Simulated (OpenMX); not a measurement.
The system is Pb.

```
Pb
1.0
     0.00000    2.47502    2.47502
     2.47502    0.00000    2.47502
     2.47502    2.47502    0.00000
Pb
1
Cartesian
  0.0000 0.0000 0.0000
```

Base run:

| Quantity | Value |
| --- | --- |
| Program | OpenMX 3.8.5 |
| Functional | PBE |
| Potentials or basis | OpenMX 2013 PBE set, Pb8.0-s3p2d2f2, grid cutoff 500 Ry |
| k mesh | 9 × 9 × 9 |
| Occupations | fermi-dirac, width 0.05 eV |
| Spin | no spin polarisation |

Its results: pressure 2.4 GPa.

The run is repeated on the same cell with these changes: functional from PBE to LDA; potentials or basis from OpenMX 2013 PBE set, Pb8.0-s3p2d2f2, grid cutoff 500 Ry to OpenMX 2013 LDA set, Pb8.0-s3p2d2f1, grid cutoff 500 Ry. What comes out?

Pressure -1.9 GPa.

Caveats: the basis of atomic orbitals isn't converged, which shifts pressures, moduli and gaps.

Not every run made on this cell is shown here.
